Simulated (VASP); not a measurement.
# Al (I4/mmm) in VASP: notebook

The runs below take Al through single point, with PBE.

Program: VASP 6.6.1. These are calculated values, not measurements. Logs are shortened: lines on timing, memory, paths and dates and some standing lists are left out, and cuts for length are marked.

## (1) The cell of the first run

The structure is tetragonal, space group I4/mmm (No. 139). The conventional cell has a = 3.022 Å, b = 3.022 Å, c = 3.509 Å, α = 90.00°, β = 90.00°, γ = 90.00°. Al (site symmetry 4/mmm) has 12 Al at 2.76 to 3.02 Å as nearest neighbours.

This isn't the form of Al at room conditions, which is fcc.

## (2) Single point, PBE (volume 16.025 Å^3 an atom, c/a of the conventional cell 1.1612)

The input, INCAR:

```
SYSTEM = Al
  ALGO = Normal
  EDIFF = 1E-6
  ENCUT = 520
  GGA = PE
  ISIF = 2
  ISMEAR = 0
  LASPH = .True.
  LCHARG = .False.
  LREAL = .False.
  LWAVE = .False.
  NBANDS = 8
  NELM = 100
  PREC = Accurate
  SIGMA = 0.15
```

The input, KPOINTS:

```
k-points
0
Gamma
  22 22 22
  0 0 0
```

The input, POSCAR:

```
Al
1.0
   -1.5110436376      1.5110436376      1.7546238720
    1.5110436376     -1.5110436376      1.7546238720
    1.5110436376      1.5110436376     -1.7546238720
Al
1
Direct
    0.0000000000      0.0000000000      0.0000000000
```

Potentials or basis: VASP PAW PBE potentials, release 64 (Al).

Started as:

```console
> cat potpaw_PBE.64/Al/POTCAR > POTCAR
> mpirun -np 1 vasp_std > vasp.out
```

OUTCAR:

```text
SYSTEM = Al
   EDIFF = 1E-6
   ENCUT = 520
   GGA = PE
   ISIF = 2
   ISMEAR = 0
   LASPH = .True.
   LREAL = .False.
   NELM = 100
   PREC = Accurate

 ion  position               nearest neighbor table
   1  0.000  0.000  0.000-

  LATTYP: Found a body centered tetragonal cell.
 ALAT       =     3.0220872752
 C/A-ratio  =     1.1612000000

  Lattice vectors:

 A1 = (  -1.5110436376,   1.5110436376,   1.7546238720)
 A2 = (   1.5110436376,  -1.5110436376,   1.7546238720)
 A3 = (   1.5110436376,   1.5110436376,  -1.7546238720)

Analysis of symmetry for initial positions (statically):
=====================================================================
 Subroutine PRICEL returns:
 Original cell was already a primitive cell.

 Routine SETGRP: Setting up the symmetry group for a
 body centered tetragonal supercell.

 Subroutine GETGRP returns: Found 16 space group operations
 (whereof 16 operations were pure point group operations)
 out of a pool of 16 trial point group operations.

The static configuration has the point symmetry D_4h.

Analysis of symmetry for dynamics (positions and initial velocities):
=====================================================================
 Subroutine PRICEL returns:
 Original cell was already a primitive cell.

 Routine SETGRP: Setting up the symmetry group for a
 body centered tetragonal supercell.

 Subroutine GETGRP returns: Found 16 space group operations
 (whereof 16 operations were pure point group operations)
 out of a pool of 16 trial point group operations.

The dynamic configuration has the point symmetry D_4h.

 Subroutine INISYM returns: Found 16 space group operations
 (whereof 16 operations are pure point group operations),
 and found     1 'primitive' translations

----------------------------------------------------------------------------------------

                                     Primitive cell

  volume of cell :      16.0250

  direct lattice vectors                    reciprocal lattice vectors
    -1.511043638  1.511043638  1.754623872     0.000000000  0.330897128  0.284961357
     1.511043638 -1.511043638  1.754623872     0.330897128  0.000000000  0.284961357
     1.511043638  1.511043638 -1.754623872     0.330897128  0.330897128  0.000000000

  length of vectors
     2.764997411  2.764997411  2.764997411     0.436687399  0.436687399  0.467959206

  position of ions in fractional coordinates (direct lattice)
     0.000000000  0.000000000  0.000000000

  ion indices of the primitive-cell ions
   primitive index   ion index
                 1           1

----------------------------------------------------------------------------------------

 KPOINTS: k-points

Automatic generation of k-mesh.
 Grid dimensions read from file:
 generate k-points for:   22   22   22

 Generating k-lattice:

  Cartesian coordinates                     Fractional coordinates (reciprocal lattice)
     0.000000000  0.015040779  0.012952789     0.045454545 -0.000000000  0.000000000
     0.015040779  0.000000000  0.012952789    -0.000000000  0.045454545  0.000000000
     0.015040779  0.015040779  0.000000000     0.000000000  0.000000000  0.045454545

  Length of vectors
     0.019849427  0.019849427  0.021270873

  Shift w.r.t. Gamma in fractional coordinates (k-lattice)
     0.000000000  0.000000000  0.000000000

 Subroutine IBZKPT returns following result:
 ===========================================

 Found    834 irreducible k-points:

 Following reciprocal coordinates:
            Coordinates               Weight
  0.000000  0.000000  0.000000      1.000000
  0.045455  0.000000 -0.000000      8.000000
  0.090909  0.000000 -0.000000      8.000000
  0.136364  0.000000  0.000000      8.000000
  0.181818 -0.000000  0.000000      8.000000
  0.227273 -0.000000  0.000000      8.000000
[... 16 lines left out ...]
  0.500000  0.045455  0.000000     16.000000
 -0.454545  0.045455  0.000000     16.000000
 [... further k-points ...]
   k-points           NKPTS =    834   k-points in BZ     NKDIM =    834   number of bands    NBANDS=      8
   number of dos      NEDOS =    301   number of ions     NIONS =      1
   total plane-waves  NPLWV =  13824
   dimension x,y,z NGX =    24 NGY =   24 NGZ =   24
   dimension x,y,z NGXF=    48 NGYF=   48 NGZF=   48
   ions per type =               1
   NGX,Y,Z   is equivalent  to a cutoff of  14.43, 14.43, 14.43 a.u.
   NGXF,Y,Z  is equivalent  to a cutoff of  28.86, 28.86, 28.86 a.u.
 SYSTEM =  Al
   PREC   = accura    normal or accurate (medium, high low for compatibility)
   ISTART =      0    job   : 0-new  1-cont  2-samecut
   ICHARG =      2    charge: 1-file 2-atom 10-const
   ISPIN  =      1    spin polarized calculation?
   LNONCOLLINEAR =      F non collinear calculations
   LSORBIT =      F    spin-orbit coupling
   LASPH  =      T    aspherical Exc in radial PAW
   ENCUT  =  520.0 eV  38.22 Ry    6.18 a.u.   5.14  5.14  5.14*2*pi/ulx,y,z
   NELM   =    100;   NELMIN=  2; NELMDL= -5     # of ELM steps
   EDIFF  = 0.1E-05   stopping-criterion for ELM
   LREAL  =      F    real-space projection
   EDIFFG = 0.1E-04   stopping-criterion for IOM
   NSW    =      0    number of steps for IOM
   IBRION =     -1    ionic relax: 0-MD 1-quasi-New 2-CG
   NFREE  =      0    steps in history (QN), initial steepest desc. (CG)
   ISIF   =      2    stress and relaxation
   ISYM   =      2    0-nonsym 1-usesym 2-fastsym
   POTIM  = 0.5000    time-step for ionic-motion
   TEBEG  =    0.0;   TEEND  =   0.0 temperature during run
   PSTRESS=    0.0 pullay stress
   NELECT =       3.0000    total number of electrons
   NUPDOWN=      -1.0000    fix difference up-down
   EMIN   =  10.00;   EMAX   =-10.00  energy-range for DOS
   EFERMI =   0.00;   METHOD = LEGACY
   ISMEAR =     0;   SIGMA  =   0.15  broadening in eV -4-tet -1-fermi 0-gaus
   EFERMI_NEDOS =   21; number of points for ismear=-14 and -15
   IALGO  =     38    algorithm
   IMIX   =      4    mixing-type and parameters
     AMIX     =   0.40;   BMIX     =  1.00
     AMIX_MAG =   1.60;   BMIX_MAG =  1.00
  volume/ion in A,a.u.               =      16.02       108.14
  Fermi-wavevector in a.u.,A,eV,Ry     =   0.936518  1.769761 11.933194  0.877065
  Thomas-Fermi vector in A             =   2.063535
   LORBIT       =      0    0 simple, 1 ext, 2 COOP (PROOUT), +10 PAW based schemes
   GGA     = PE    functional components
   LHFCALC =     F    Hartree Fock is set to
   AEXX    =    0.0000 exact exchange contribution
   IVDW    =     0    specifies the selected vdW correction
   LEPSILON=     F    determine dielectric tensor
   LRPA    =     F    only Hartree local field effects (RPA)
 non-spin polarized calculation
 Gauss-broadening in eV      SIGMA  =   0.15
  energy-cutoff  :      520.00
  volume of cell :       16.02
 maximum number of plane-waves:       446
 NGX is ok and might be reduce to    24
   NGX = 11   NGY = 11   NGZ = 11

 number of electron       3.0000000 magnetization

 Free energy of the ion-electron system (eV)
  ---------------------------------------------------
  ext. energy  EPLUGINS =         0.00000000
  ---------------------------------------------------
  free energy    TOTEN  =        -3.67786035 eV

  energy without entropy =       -3.67305434  energy(sigma->0) =       -3.67545734

 E-fermi :   8.2800     XC(G=0): -10.3051

 val. band max:        8.2742091716   @ k =   0.3636   0.3182   0.0909
 cond. band min:       8.2812067714   @ k =   0.2273   0.2273   0.1364
 fundamental gap:      0.0069975998
 Fermi energy:         8.2800079334

 k-point     1 :       0.0000    0.0000    0.0000
  band No.  band energies     occupation
      1      -3.0273      2.00000
      2      20.9705      0.00000
      3      20.9705      0.00000
      4      22.7499      0.00000
      5      22.9222      0.00000
      6      23.2818      0.00000
      7      23.2818      0.00000
      8      24.2877      0.00000

 k-point     2 :       0.0455    0.0000   -0.0000
  band No.  band energies     occupation
      1      -2.9690      2.00000
      2      20.1477      0.00000
      3      20.7073      0.00000
      4      22.2593      0.00000
      5      23.0391      0.00000
      6      23.4228      0.00000
      7      23.7830      0.00000
      8      24.2121      0.00000

 k-point     3 :       0.0909    0.0000   -0.0000
  band No.  band energies     occupation
      1      -2.7941      2.00000
      2      18.4782      0.00000
      3      20.1664      0.00000
      4      21.6975      0.00000
      5      23.0048      0.00000
      6      23.5227      0.00000
      7      23.9624      0.00000
      8      24.7730      0.00000

 k-point     4 :       0.1364    0.0000    0.0000
  band No.  band energies     occupation
      1      -2.5032      2.00000
      2      16.6261      0.00000
      3      19.5929      0.00000
      4      21.2447      0.00000
      5      22.2209      0.00000
      6      23.8081      0.00000
      7      24.0432      0.00000
      8      25.2299      0.00000

 k-point     5 :       0.1818   -0.0000    0.0000
  band No.  band energies     occupation
      1      -2.0970      2.00000
      2      14.7686      0.00000
      3      19.0683      0.00000
      4      20.8504      0.00000
      5      21.4042      0.00000
      6      23.6028      0.00000
      7      23.9458      0.00000
      8      25.5109      0.00000

 k-point     6 :       0.2273   -0.0000    0.0000
  band No.  band energies     occupation
      1      -1.5764      2.00000
      2      12.9601      0.00000
      3      18.6199      0.00000
      4      20.5084      0.00000
      5      20.6337      0.00000
      6      22.9687      0.00000
      7      24.0374      0.00000
      8      26.2504      0.00000

 k-point     7 :       0.2727    0.0000   -0.0000
  band No.  band energies     occupation
      1      -0.9428      2.00000
      2      11.2227      0.00000
      3      18.2585      0.00000
      4      19.9387      0.00000
      5      20.2245      0.00000
      6      22.3285      0.00000
      7      24.2295      0.00000
      8      27.1446      0.00000
[... 133 lines left out ...]
 k-point    20 :       0.3636    0.0455    0.0000
  band No.  band energies     occupation
      1       1.0999      2.00000
      2       7.4083      2.00000
      3      16.6569      0.00000
      4      18.6198      0.00000
      5      20.0802      0.00000
      6      22.0677      0.00000
      7      26.0357      0.00000
      8      28.2860      0.00000

 k-point    21 :       0.4091    0.0455   -0.0000
  band No.  band energies     occupation
      1       2.1058      2.00000
      2       5.9801      2.00000
      3      16.6164      0.00000
      4      18.2521      0.00000
      5      20.0526      0.00000
      6      21.6782      0.00000
      7      26.3974      0.00000
      8      27.6196      0.00000

 k-point    22 :       0.4545    0.0455    0.0000
  band No.  band energies     occupation
      1       3.2054      2.00000
      2       4.6614      2.00000
      3      16.6757      0.00000
      4      17.9806      0.00000
      5      20.1199      0.00000
      6      21.3763      0.00000
      7      26.1625      0.00000
      8      27.6897      0.00000

 k-point    23 :       0.5000    0.0455    0.0000
  band No.  band energies     occupation
      1       3.3721      2.00000
      2       4.4795      2.00000
      3      16.8351      0.00000
      4      17.8068      0.00000
      5      20.2772      0.00000
      6      21.1674      0.00000
      7      25.5422      0.00000
      8      28.3342      0.00000

 k-point    24 :      -0.4545    0.0455    0.0000
  band No.  band energies     occupation
      1       2.2640      2.00000
      2       5.7761      2.00000
      3      17.0941      0.00000
      4      17.7318      0.00000
      5      20.5063      0.00000
      6      21.0661      0.00000
      7      24.9451      0.00000
      8      29.1510      0.00000

 [... further k-points ...]

------------------------ aborting loop because EDIFF is reached ----------------------------------------

  FORCE on cell =-STRESS in cart. coord.  units (eV):
  Direction    XX          YY          ZZ          XY          YZ          ZX
  --------------------------------------------------------------------------------------
  -------------------------------------------------------------------------------------
  Total        0.1194964      0.1194964      0.9109089      0.0000000      0.0000000      0.0000000
  in kB       11.9472369     11.9472369     91.0725487      0.0000000      0.0000000      0.0000000
  external PRESSURE =      38.3223408 kB  Pullay stress =       0.0000000 kB

 VOLUME and BASIS-vectors are now :
 -----------------------------------------------------------------------------
  energy-cutoff  :      520.00
  volume of cell :       16.02
      direct lattice vectors                 reciprocal lattice vectors
    -1.511043638  1.511043638  1.754623872     0.000000000  0.330897128  0.284961357
     1.511043638 -1.511043638  1.754623872     0.330897128  0.000000000  0.284961357
     1.511043638  1.511043638 -1.754623872     0.330897128  0.330897128  0.000000000

 POSITION                                       TOTAL-FORCE (eV/Angst)
 -----------------------------------------------------------------------------------
      0.00000      0.00000      0.00000         0.000000     -0.000000      0.000000
 -----------------------------------------------------------------------------------
    total drift:                                0.000000      0.000000      0.000000

  FREE ENERGIE OF THE ION-ELECTRON SYSTEM (eV)
  ---------------------------------------------------
  free  energy   TOTEN  =        -3.6778603472 eV

  energy  without entropy=       -3.6730543381  energy(sigma->0) =       -3.67545734
```

It took 36 s on 1 thread of AMD EPYC 9R45 (Zen 5), shared host; peak memory 0.18 GiB.

What came out:

```
Free energy            : -3.6779 eV
Pressure               : 3.8 GPa
Band gap on the k mesh : none (metal or under the smearing width)
```

## (3) Single point, PBE (volume 16.928 Å^3 an atom, c/a of the conventional cell 1.2513)

The input, INCAR:

```
PREC     = Accurate       # precision mode
ENCUT    = 520            # plane-wave cutoff, eV
EDIFF    = 1E-7           # SCF threshold, eV
ISMEAR   = 0              # smearing method
SIGMA    = 0.15           # smearing width, eV
LREAL    = False          # projectors in reciprocal space
LASPH    = True           # aspherical terms in the spheres
NELM     = 100            # most SCF steps
ALGO     = Normal         # electronic algorithm
ISIF     = 2              # what is computed and relaxed
LWAVE    = False          # write WAVECAR
LCHARG   = False          # write CHGCAR
GGA      = PE             # functional
NBANDS   = 8              # bands
```

The input, KPOINTS:

```
Automatic mesh
0
Gamma
  22 22 22
```

The input, POSCAR:

```
Al
1.0
   -1.5010433123      1.5010433123      1.8782554967
    1.5010433123     -1.5010433123      1.8782554967
    1.5010433123      1.5010433123     -1.8782554967
Al
1
Direct
    0.0000000000      0.0000000000      0.0000000000
```

Potentials or basis: VASP PAW PBE potentials, release 64 (Al).

Started as:

```console
> cat potpaw_PBE.64/Al/POTCAR > POTCAR
> mpirun -np 1 vasp_std > vasp.out
```

Run time: 42 s. Hardware: 1 thread of AMD EPYC 9R45 (Zen 5), shared host; peak memory 0.18 GiB.

It converged, with:

| Item | Value |
| --- | --- |
| Free energy | -3.7210 eV |
| Pressure | -1.2 GPa |
| Band gap on the k mesh | none (metal or under the smearing width) |

Stress tensor (GPa, compression positive):
```
-2.93  0.00  0.00
 0.00 -2.93  0.00
 0.00  0.00  2.36
```

Levels at points of the mesh, in eV from the Fermi level:
```
           k point  band 1  band 2  band 3  band 4  band 5  band 6
(0.00, 0.00, 0.00)  -10.93   12.29   12.29   13.52   13.66   14.04
(0.50, 0.00, 0.00)   -4.43   -4.25    9.82   10.10   11.52   11.99
(0.50, 0.50, 0.00)   -3.37   -2.38    5.93    6.00    6.79    9.65
(0.50, 0.50, 0.50)   -1.52    0.15    4.10    4.10    4.41    7.37
```

## (4) Single point, PBE (volume 16.025 Å^3 an atom, c/a of the conventional cell 0.8612)

The input, INCAR:

```
ALGO = Normal ; EDIFF = 1E-7
ENCUT = 520 ; GGA = PE
ISIF = 2 ; ISMEAR = 0
LASPH = True ; LCHARG = False
LREAL = False ; LWAVE = False
NBANDS = 8 ; NELM = 100
PREC = Accurate ; SIGMA = 0.15
```

The input, KPOINTS:

```
k-points
0
Gamma
  22 22 22
```

The input, POSCAR:

```
Al
1.0
   -1.6693395209      1.6693395209      1.4376351954
    1.6693395209     -1.6693395209      1.4376351954
    1.6693395209      1.6693395209     -1.4376351954
Al
1
Direct
    0.0000000000      0.0000000000      0.0000000000
```

Started as:

```console
> cat potpaw_PBE.64/Al/POTCAR > POTCAR
> mpirun -np 1 vasp_std > vasp.out
```

It took 40 s on 1 thread of AMD EPYC 9R45 (Zen 5), shared host; peak memory 0.18 GiB.

Results (log left out):

```yaml
Free_energy: -3.6580 eV
Pressure: 4.4 GPa
Band_gap_on_the_k_mesh: none (metal or under the smearing width)
```

Stress tensor (GPa, compression positive):
```
4.92 0.00 0.00
0.00 4.92 0.00
0.00 0.00 3.26
```

Levels at points of the mesh, in eV from the Fermi level:
```tsv
k point	band 1	band 2	band 3	band 4	band 5	band 6
(0.00, 0.00, 0.00)	-11.34	11.23	13.61	13.61	14.39	15.06
(0.50, 0.00, 0.00)	-4.12	-3.31	7.43	7.63	9.06	11.23
(0.50, 0.50, 0.00)	-4.88	-4.82	10.73	10.85	12.63	12.92
(0.50, 0.50, 0.50)	0.59	0.59	2.19	2.32	5.11	7.58
```

## (5) Single point, PBE (volume 15.574 Å^3 an atom, c/a of the conventional cell 1.2513)

The input, INCAR:

```
SYSTEM = Al
PREC = Accurate
ENCUT = 520
EDIFF = 1E-6
ISMEAR = 0
SIGMA = 0.15
LREAL = .FALSE.
LASPH = .TRUE.
NELM = 60
ALGO = Normal
ISIF = 2
LWAVE = .FALSE.
LCHARG = .FALSE.
GGA = PE
NBANDS = 8
```

The input, KPOINTS:

```
Automatic mesh
0
G
  22 22 22
  0 0 0
```

The input, POSCAR:

```
Al
1.0
   -1.4599105427      1.4599105427      1.8267860621
    1.4599105427     -1.4599105427      1.8267860621
    1.4599105427      1.4599105427     -1.8267860621
Al
1
Direct
    0.0000000000      0.0000000000      0.0000000000
```

Started as:

```console
> cat potpaw_PBE.64/Al/POTCAR > POTCAR
> mpirun -np 1 vasp_std > vasp.out
```

Run time: 39 s. Hardware: 1 thread of AMD EPYC 9R45 (Zen 5), shared host; peak memory 0.17 GiB.

It converged, with:

```yaml
Free_energy: -3.7031 eV
Pressure: 5.9 GPa
Band_gap_on_the_k_mesh: none (metal or under the smearing width)
```

Stress tensor (GPa, compression positive):
```
 3.60  0.00  0.00
 0.00  3.60  0.00
 0.00  0.00 10.54
```

Levels at points of the mesh, in eV from the Fermi level:
```
           k point  band 1  band 2  band 3  band 4  band 5
(0.00, 0.00, 0.00)  -11.52   12.74   12.74   14.03   14.77
(0.50, 0.00, 0.00)   -4.77   -4.37   10.41   10.61   12.29
(0.50, 0.50, 0.00)   -3.62   -2.43    5.99    6.46    7.23
(0.50, 0.50, 0.50)   -1.63    0.14    4.36    4.40    4.40
```

## (6) The runs side by side

```csv
cell,gap on the mesh (eV),pressure (GPa)
"volume 16.025 Å^3 an atom, c/a of the conventional cell 1.1612",none,3.8
"volume 16.928 Å^3 an atom, c/a of the conventional cell 1.2513",none,-1.2
"volume 16.025 Å^3 an atom, c/a of the conventional cell 0.8612",none,4.4
"volume 15.574 Å^3 an atom, c/a of the conventional cell 1.2513",none,5.9
```

Alike in all rows: task single point; level PBE; potentials or basis VASP PAW PBE potentials, release 64 (Al); no spin polarisation; k mesh 22 × 22 × 22; cutoff (eV) 520; smearing gaussian 0.15 eV.

Total energies depend on the potentials used, so only differences within one code and one set of settings carry meaning.
